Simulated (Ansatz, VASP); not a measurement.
## One calculation of Si, two programs

```
Si
1.0
     0.00000    2.69787    2.90156
     2.69787    0.00000    2.90156
     2.69787    2.69787    0.00000
Si
2
Cartesian
  2.6979 2.6979 2.9016
  4.0468 4.0468 4.3523
```

Alike in both runs: task single point; functional LDA; k mesh 12 × 12 × 12; occupations gaussian, width 0.05 eV; no spin polarisation.

|  | VASP | Ansatz |
| --- | --- | --- |
| version | VASP 6.6.1 | Ansatz 0.2.0 |
| potentials or method | VASP PAW LDA potentials, release 64 (Si) | scalar-relativistic, plane waves, PAW |
| plane-wave cutoff (eV) | 520 | 420 |
| valence electrons in the cell | 8 | 8 |

Ansatz gave:

* gap on the k mesh at the Fermi level (eV): 0.18
* least direct gap on the mesh (eV): 1.86
* pressure (GPa): -5.9
* largest component of the traceless stress (GPa): 5.15

Estimate VASP's values.

gap on the k mesh at the Fermi level (eV): 0.17; least direct gap on the mesh (eV): 1.87; pressure (GPa): -5.8; largest component of the traceless stress (GPa): 5.15.

Ansatz warned: «pseudo_functional_mismatch».
